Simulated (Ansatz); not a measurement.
# Honeycomb PN monolayer in a perpendicular field, part 2 of 2

Aim: how the honeycomb PN monolayer screens a field along its normal, and what the field does to its bands. A positive field points along +c.

Ansatz 0.2.0; plane-wave DFT, PBE-D3(BJ), Ansatz PAW (set soft_1); PAW set soft_1.

So far. Step 2 (Relaxing the slab): The lattice constant a goes from 2.730 to 2.716 Å.

**3. Atoms held, field 0**

A sawtooth potential applies the field, turning back in the middle of the vacuum. With the dipole correction the typed value is the field outside the slab. The induced dipole is small, so the SCF threshold is tight.

The cell differs from the one that the last finished run ended in (c 32.760 → 18.869 Å).

File input.yaml:

```yaml
crystal:
  lattice:
    - [2.7155131547, 0.0, 0.0]
    - [-1.3577565773, 2.3517033763, 0.0]
    - [0.0, 0.0, 18.8689544477]
  atoms:
    - { symbol: "N", position: [0.6666666667, 0.3333333333, 0.476973964] }
    - { symbol: P, position: [0.3333333333, 0.6666666667, 0.523026036] }
kpoints:
  mp_grid: { grid: [18, 18, 1] }
  band_path:
    path: [[0, 0, 0], [0.5, 0, 0], [0.33333333, 0.33333333, 0], [0, 0, 0]]
    npoints: 16
hamiltonian:
  xc: pbe
  dispersion: d3bj
  pseudopotentials: { kind: paw, azcp: { folder: soft_1 } }
scf:
  occupations: { method: fermi_dirac, width: 0.02585 }
  convergence: { dr2_threshold: 1.0e-10 }
efield:
  axis: 3
  dipole_correction: true
  ramp_position: 0.97
  ramp_width: 0.06
  amplitude: 0
output:
  dos: { projected: true, e_range: [-6, 5] }
  write_potential: true
  write_density: true
  volumetric_format: npy
  elf: true
```

Command:

```
ansatz run input.yaml --threads 2 --pin off --max-ram 3072MiB --backend cpu --events-out ev --progress --plain --runs-dir out
```

Numbers of over 12 decimals in the logs are rounded to 6 here.

The program printed:

```text
[...]
Crystal: 2 atoms, lattice volume = 120.499 Å³
Basis set: ecut = 420 eV, 2385 PW (Γ)
Bands: 9, of which v1, the nominal top of the filled ones, is band 5 counted from 1 (4 counted from 0)
Symmetry: 6 space group operations
[...]
k-points: 37 of 324 (time reversal used)
[...]
SCF iter   1: F=—  HF=-1140.651593 eV  |F-HF|=—  |Δ(HF+E_count)|=         —  Δρ=6.15e-2  dr2=5.45e0  ethr=3.10e-3  p=0.000 e·Å  D=6.41e-8 V/Å  ΔV_dip=-0.00 eV  dr2_dipole=1.65e-1  V_vac-E_F(+/−)=6.75/6.75 eV  ⟨swp⟩=9.3  Hψ=3738  notcnv=0
efield: sawtooth ramp at fractional position 0.9700 (set: `efield.ramp_position`, or a place that a band, a saddle search or an elastic batch's reference lends), width 0.0600; the density the first Hamiltonian is built on has a dipole p = 0.000 e·Å; the dipole correction subtracts the counter field D = 6.41e-8 V/Å, which shifts the + side's vacuum level by -0.00 eV against the − side's; the planar-averaged density in the ramp window peaks in size at 2.4e-6 e/Å³
[...]
SCF iter   2: F=—  HF=-1141.462878 eV  |F-HF|=—  |Δ(HF+E_count)|=   8.11e-1  Δρ=6.47e-2  dr2=1.34e1  ethr=3.10e-3  p=0.234 e·Å  D=3.52e-1 V/Å  ΔV_dip=-6.64 eV  dr2_dipole=1.74e0  V_vac-E_F(+/−)=2.21/8.85 eV  ⟨swp⟩=5.5  Hψ=1605  notcnv=0  recentre
[...]
SCF iter  11: F=-1139.379256 eV  HF=-1139.379256 eV  |F-HF|=6.78e-11  |Δ(HF+E_count)|=  2.24e-10  Δρ=1.93e-7  dr2=8.03e-11  ethr=1.00e-12  p=0.026 e·Å  D=3.88e-2 V/Å  ΔV_dip=-0.73 eV  dr2_dipole=8.76e-12  V_vac-E_F(+/−)=5.73/6.46 eV  ⟨swp⟩=5.5  Hψ=1671  notcnv=0
SCF 1 converged in 11 iterations: F = -1139.379256 eV  dr2 = 8.03e-11
[...]
NSCF: frozen V_eff on 49 k-points
efield: sawtooth ramp at fractional position 0.9700 (kept from the solve that this one continues, or follows in the run), width 0.0600; the density the first Hamiltonian is built on has a dipole p = 0.026 e·Å; the dipole correction subtracts the counter field D = 3.88e-2 V/Å, which shifts the + side's vacuum level by -0.73 eV against the − side's; the planar-averaged density in the ramp window peaks in size at 3.2e-6 e/Å³
[...]
SCF converged after 11 iterations
Free energy (F): -1139.379256 eV
[...]
Internal energy: -1139.379256 eV  (E = F + TS)
E sigma→0 (E₀):  -1139.379256 eV
Fermi energy:    -3.184532 eV
Dipole field:    D = 0.038819 V/Å  (p = 0.025850 e·Å, saw-weighted, corrected)
Work function:   Φ+ = 5.7303 eV   Φ− = 6.4628 eV
Levels:          The Fermi level and band energies are counted from a zero that moves with the ramp; work functions are not
[...]
--- Band table (eV; the first three rows and the last of 37) ---
[...]
```

It took 4.2 s on 2 threads of Arm Neoverse V2, shared host; peak memory 0.36 GiB.

Numbers from this step:

```yaml
dipole_along_the_normal: 0.02585 e·Å
gap_along_the_path: 1.842 eV
smallest_direct_gap_along_the_path: 2.560 eV
step_between_the_vacuum_levels: -0.7325 eV
ionisation_energy_upper_face: 6.671 eV
electron_affinity_upper_face: 4.828 eV
ionisation_energy_lower_face: 7.403 eV
gap_the_smaller_of_path_and_mesh: 1.842 eV
```

Running mean over a fixed 2.5 Å (it still follows the layers) of the planar mean; the ramp of the sawtooth is left out. The electron's electrostatic potential energy less the Fermi level by z:

z (Å), electron's electrostatic potential energy less the Fermi level (eV) and a bar from the least value:
```
      3.0        6.5 ##############################
      3.5        6.5 ##############################
      4.0        6.5 ##############################
      4.5        6.5 ##############################
      5.0        6.5 ##############################
      5.5        6.5 ##############################
      6.0        6.5 ##############################
      6.5        6.4 ##############################
      7.0        6.1 #############################
      7.5        4.6 ###########################
      8.0        0.9 ####################
      8.5       -4.0 ############
      9.0       -8.5 ####
      9.5      -10.7 
     10.0      -10.0 #
     10.5       -6.6 #######
     11.0       -1.9 ###############
     11.5        2.6 #######################
     12.0        4.9 ###########################
     12.5        5.5 ############################
     13.0        5.7 #############################
     13.5        5.7 #############################
     14.0        5.7 #############################
     14.5        5.7 #############################
     15.0        5.7 #############################
     15.5        5.7 #############################
     16.0        5.7 #############################
```

The density of states has structure finer than the step of the table below, so its rows give means over 0.25 eV, whole bins alone (the curve runs from -6 to 2.9 eV). Peaks (eV: height): -4.730: 1.90, -2.090: 2.11, -1.750: 2.60, -1.010: 6.06, 1.770: 1.99.

Density of states against energy, zero at the Fermi level of the run, which the smearing sets inside the gap; means over each step:

energy (eV), density of states (states/eV a cell) and a bar:
```
    -5.75       1.04 ##############
    -5.50       1.19 ################
    -5.25       1.36 ##################
    -5.00       1.25 ################
    -4.75       1.33 #################
    -4.50       1.00 #############
    -4.25       0.86 ###########
    -4.00       0.69 #########
    -3.75       0.40 #####
    -3.50       0.32 ####
    -3.25       0.08 #
    -3.00       0.00 
    -2.75       0.00 
    -2.50       0.00 
    -2.25       0.06 #
    -2.00       0.87 ###########
    -1.75       1.44 ###################
    -1.50       1.42 ###################
    -1.25       1.81 ########################
    -1.00       2.29 ##############################
    -0.75       0.00 
    -0.50       0.00 
    -0.25       0.00 
     0.00       0.00 
     0.25       0.00 
     0.50       0.00 
     0.75       0.00 
     1.00       0.38 #####
     1.25       0.53 #######
     1.50       0.84 ###########
     1.75       1.33 #################
     2.00       0.83 ###########
     2.25       0.63 ########
     2.50       0.51 #######
     2.75       0.44 ######
```

Projected DOS per atom over height of the atomic layer and energy from the Fermi level. Layers: N P from below.

Ten even steps from '_' (0.00 states/eV) to '@' (0.93 states/eV), each cell a mean:
```
..::
::--
==++
--==
..::
____
____
____
____
@@##
%%%%
==@@
..::
____
____
..__
==__
**..
%%--
@@==
%%==
**--
```
Columns: height of the atomic layer (Å) from 9 to 9.87; rows upwards: energy from the Fermi level (eV) from -5.96 to 2.86.

Electronic bands along the path, in eV, zero at the Fermi level of the run, which the smearing sets inside the gap:

| point | band 3 | band 4 | band 5 | band 6 | band 7 | band 8 | band 9 |
| --- | --- | --- | --- | --- | --- | --- | --- |
| Γ | -3.28 | -3.28 | -1.74 | 3.86 | 5.42 | 5.94 | 5.94 |
| halfway | -6.87 | -4.48 | -1.06 | 2.74 | 5.84 | 7.05 | 7.16 |
| M | -5.37 | -4.75 | -2.20 | 0.90 | 5.18 | 7.02 | 9.19 |
| halfway | -7.47 | -4.31 | -1.97 | 1.76 | 5.66 | 6.74 | 9.76 |
| K | -9.27 | -3.78 | -1.78 | 1.42 | 5.14 | 9.00 | 11.18 |
| halfway | -6.63 | -5.69 | -0.95 | 3.49 | 5.64 | 6.46 | 7.74 |
| Γ | -3.28 | -3.28 | -1.74 | 3.86 | 5.42 | 5.94 | 5.94 |

The electronic bands as a text plot (rows in eV, shown from -8.9 to 5.9 only):

```
    5.6 |++++  ++++++++++      ++++++              ++++++ +++++++
    5.0 |   +++          ++++++      ++++++++++++++      ++++
    4.4 |  +++++                                       +++  +++
    3.8 |++     +                                   +++        ++
    3.1 |        ++                              +++
    2.5 |          ++                          ++
    1.9 |            +            +++++     +++
    1.3 |             ++++     +++     +++++
    0.7 |                 +++++
    0.0 |
   -0.6 |
   -1.2 |    ************                    ****************
   -1.8 |****            ****    ************                ****
   -2.4 |                    ****
   -3.1 |**                                                    **
   -3.7 | ******                       *****              ******
   -4.3 |   *   ****            *******     ***          *  *
   -4.9 |    **     ***** ******               *      *** **
   -5.5 |      *        ********                *   **
   -6.2 |       *     **        **               ***   ***
   -6.8 |        *****                           ** ***
   -7.4 |                         **            *
   -8.0 |                           *          *
   -8.6 |                            **     ***
         Γ                   M           K                      Γ
```

ELF in the ca plane at fractional y = 0.333, with atoms of N within 0.2 Å of it. It is the smooth field of the valence electrons, not physical close to the nuclei.

Values, 5 rows by 16 columns, each cell a mean:
```
0.00 0.00 0.00 0.00 0.00 0.02 0.46 0.76 0.51 0.17 0.01 0.00 0.00 0.00 0.00 0.00
0.00 0.00 0.00 0.00 0.00 0.04 0.64 0.59 0.40 0.04 0.01 0.00 0.00 0.00 0.00 0.00
0.00 0.00 0.00 0.00 0.00 0.02 0.44 0.76 0.52 0.20 0.02 0.00 0.00 0.00 0.00 0.00
0.00 0.00 0.00 0.00 0.00 0.00 0.07 0.36 0.58 0.59 0.07 0.00 0.00 0.00 0.00 0.00
0.00 0.00 0.00 0.00 0.00 0.00 0.06 0.36 0.59 0.60 0.06 0.00 0.00 0.00 0.00 0.00
```
Columns run along c (18.9 Å), rows up along a (2.7 Å). Atoms in or near the plane, at fractional coordinates: N at (0.48, 0.67).

Electrostatic potential energy in the ca plane at fractional y = 0.333, with atoms of N within 0.2 Å of it. With pseudopotentials it is smooth inside the atoms' cores, unlike the true potential.

Values in eV, 5 rows by 16 columns, each cell a mean:
```
  3   3   3   3   3   3   3 -14 -10   0   3   3   3   3   3   3
  3   3   3   3   3   3   3 -19 -10   1   3   3   3   3   3   3
  3   3   3   3   3   3   3 -14 -10   0   3   3   3   3   3   3
  3   3   3   3   3   3   3  -4 -17  -1   3   3   3   3   3   3
  3   3   3   3   3   3   3  -4 -17  -1   3   3   3   3   3   3
```
Columns run along c (18.9 Å; values clipped at the 3rd and 97th percentile), rows up along a (2.7 Å). Atoms in or near the plane, at fractional coordinates: N at (0.48, 0.67).

Valence density in the ca plane at fractional y = 0.333, with atoms of N within 0.2 Å of it. It is the smooth field of the valence electrons, not physical close to the nuclei.

Values in e/Å³, 5 rows by 16 columns, each cell a mean:
```
0.0 0.0 0.0 0.0 0.0 0.0 0.1 1.4 0.7 0.1 0.0 0.0 0.0 0.0 0.0 0.0
0.0 0.0 0.0 0.0 0.0 0.0 0.1 2.7 0.9 0.0 0.0 0.0 0.0 0.0 0.0 0.0
0.0 0.0 0.0 0.0 0.0 0.0 0.1 1.4 0.7 0.1 0.0 0.0 0.0 0.0 0.0 0.0
0.0 0.0 0.0 0.0 0.0 0.0 0.0 0.3 0.5 0.1 0.0 0.0 0.0 0.0 0.0 0.0
0.0 0.0 0.0 0.0 0.0 0.0 0.0 0.3 0.5 0.1 0.0 0.0 0.0 0.0 0.0 0.0
```
Columns run along c (18.9 Å), rows up along a (2.7 Å). Atoms in or near the plane, at fractional coordinates: N at (0.48, 0.67).

The gap is 1.84 eV, with the valence edge 6.67 eV and the conduction edge 4.83 eV under the upper vacuum level.

**4. Atoms held, field 0.1 V/Å**

input.yaml: that of step 3 with these lines changed.

```diff
@@ -23,7 +23,6 @@
   dipole_correction: true
-  ramp_position: 0.97
-  ramp_width: 0.06
-  amplitude: 0
+  ramp_position: 0.9348
+  ramp_width: 0.1495
+  amplitude: 0.1
 output:
-  dos: { projected: true, e_range: [-6, 5] }
   write_potential: true
@@ -31,2 +30 @@
   volumetric_format: npy
-  elf: true
```

The program printed:

```text
[...]
Crystal: 2 atoms, lattice volume = 120.499 Å³
Basis set: ecut = 420 eV, 2385 PW (Γ)
Bands: 9, of which v1, the nominal top of the filled ones, is band 5 counted from 1 (4 counted from 0)
Symmetry: 6 space group operations
[...]
k-points: 37 of 324 (time reversal used)
[...]
Free energy (F): -1139.382362 eV
[...]
Internal energy: -1139.382362 eV  (E = F + TS)
E sigma→0 (E₀):  -1139.382362 eV
Fermi energy:    -3.169469 eV
Dipole field:    D = 0.054473 V/Å  (p = 0.036274 e·Å, saw-weighted, corrected)
Work function:   not extracted (applied field tilts the vacuum); planar V_es + V_field profile in the machine report
[...]
--- Band table (eV; the first three rows and the last of 37) ---
[...]
[key lines of the parts left out:]
SCF converged after 11 iterations
```

Run time: 4.1 s. Hardware: 2 threads; peak memory 0.33 GiB; 8.1 s of CPU time.

The dipole is 0.0363 e·Å, 0.0104 e·Å from its value without field, and the gap 1.842 eV.

**5. Single point, field -0.1 V/Å**

input.yaml: that of step 4 with these lines changed.

```diff
@@ -25,3 +25,3 @@
   ramp_width: 0.1495
-  amplitude: 0.1
+  amplitude: -0.1
 output:
```

The program printed:

```text
[...]
Crystal: 2 atoms, lattice volume = 120.499 Å³
Basis set: ecut = 420 eV, 2385 PW (Γ)
Bands: 9, of which v1, the nominal top of the filled ones, is band 5 counted from 1 (4 counted from 0)
Symmetry: 6 space group operations
[...]
k-points: 37 of 324 (time reversal used)
[...]
Free energy (F): -1139.377193 eV
[...]
Internal energy: -1139.377193 eV  (E = F + TS)
E sigma→0 (E₀):  -1139.377193 eV
Fermi energy:    -3.186475 eV
Dipole field:    D = 0.023135 V/Å  (p = 0.015406 e·Å, saw-weighted, corrected)
Work function:   not extracted (applied field tilts the vacuum); planar V_es + V_field profile in the machine report
[...]
--- Band table (eV; the first three rows and the last of 37) ---
[...]
[key lines of the parts left out:]
SCF converged after 11 iterations
```

Run time: 4.2 s. Hardware: 2 threads; peak memory 0.33 GiB; 8.2 s of CPU time.

The dipole is 0.0154 e·Å, -0.0104 e·Å from its value without field, and the gap 1.843 eV.

**6. Response, atoms held**

This step: plane-wave DFT, PBE-D3(BJ), Ansatz PAW (set soft_1); response to a field along the normal, atoms held; PAW set soft_1 (Ansatz 0.2.0).

The dipoles give the slope, and the difference of two potentials shows where the field is screened.

This step gave:

- equivalent conductor thickness p/(ε₀AE): 2.957 Å
- distance between the outer atoms: 0.8690 Å

Dipole of the cell against applied field:

| applied field (V/Å) | dipole of the cell (e·Å) |
| --- | --- |
| -0.1000 | 0.0154 |
| 0.0000 | 0.0259 |
| 0.1000 | 0.0363 |

Local field over the applied field, running mean. From the potentials at -0.1 and 0.1 V/Å; running mean over 2.5 Å. Local field over applied field against z:

| z (Å) | local field over applied field |
| --- | --- |
| 4.5 | 1.000 |
| 5.0 | 0.999 |
| 5.5 | 0.995 |
| 6.0 | 0.985 |
| 6.5 | 0.957 |
| 7.0 | 0.885 |
| 7.5 | 0.752 |
| 8.0 | 0.585 |
| 8.5 | 0.407 |
| 9.0 | 0.257 |
| 9.5 | 0.162 |
| 10.0 | 0.172 |
| 10.5 | 0.279 |
| 11.0 | 0.440 |
| 11.5 | 0.609 |
| 12.0 | 0.773 |
| 12.5 | 0.895 |
| 13.0 | 0.959 |
| 13.5 | 0.985 |
| 14.0 | 0.995 |
| 14.5 | 0.998 |

Electrons, planar mean, per unit field. Table of induced electron density by z:

| z (Å) | induced electron density (e/Å³ per V/Å) |
| --- | --- |
| 4.13 | 5.2e-7 |
| 4.42 | 1.2e-6 |
| 4.86 | 3.7e-6 |
| 5.16 | 7.9e-6 |
| 5.60 | 2.4e-5 |
| 5.90 | 4.8e-5 |
| 6.34 | 1.3e-4 |
| 6.63 | 2.6e-4 |
| 7.08 | 6.7e-4 |
| 7.37 | 0.00120 |
| 7.81 | 0.00260 |
| 8.11 | 0.00365 |
| 8.55 | 0.00302 |
| 8.84 | 0.00102 |
| 9.29 | 0.00157 |
| 9.58 | -6.3e-4 |
| 10.02 | -3.8e-4 |
| 10.32 | -1.5e-4 |
| 10.76 | -0.00286 |
| 11.06 | -0.00369 |
| 11.50 | -0.00281 |
| 11.79 | -0.00188 |
| 12.24 | -8.8e-4 |
| 12.53 | -5.0e-4 |
| 12.97 | -2.1e-4 |
| 13.27 | -1.1e-4 |
| 13.71 | -4.1e-5 |
| 14.00 | -2.1e-5 |
| 14.45 | -7.3e-6 |
| 14.74 | -3.5e-6 |

The smaller of the gaps on the path and on the k-mesh, counted as 0 under 0.03 eV. The gap stays at 1.84 eV for applied field from -0.1 to 0.1 V/Å.

By hand: between -0.1 and 0.1 V/Å the dipole changes by 0.02087 e·Å, a slope of 0.1043 e·Å²/V. A perfect conductor of thickness t has p = ε₀AEt, so t = 180.95 × 0.1043 / 6.386 = 2.96 Å (e/ε₀ = 180.95 V·Å, A in Å²).

The induced dipole is that of a conductor 2.96 Å thick.

**7. Outcome**

```json
{"gap without field": "1.84 eV", "ionisation energy, upper face": "6.67 eV", "electron affinity, upper face": "4.83 eV", "step between the vacuum levels": "-0.732 eV", "equivalent conductor thickness, atoms held": "2.96 Å"}
```

The induced dipole equals that of a perfect conductor 2.96 Å thick, while the outer atoms lie 0.87 Å apart; an out-of-plane ε follows only once a thickness t is chosen, by 1 − 1/ε = 2.96 Å / t. The two faces differ: the vacuum level above lies 0.73 eV lower than the one below. The gap stays within 0.01 eV of 1.84 eV over the fields run, up to 0.1 V/Å in size. Semilocal functionals give gaps that are too small, and excitons are not included.

[Logs are printed without paths, hosts, clocks, repeated set-up lines and the standing remarks that a program may print on its own settings, such as how far it seeks lower states.]

[Hosts, paths, dates, database ids (printed as entryN), source tags and the programs' standing remarks are cut or masked in the printed files.]

[Maps of the electrostatic potential energy from Ansatz leave out the sawtooth potential of an applied field or a dipole correction, so their vacuum need not be flat; planar profiles and work functions include it.]

[The density of states shown here was stored with 400 of the rows of the run's finer table, so its peaks can read low, often by over a quarter, or be missed, and its means over a window can be off by a tenth or more.]
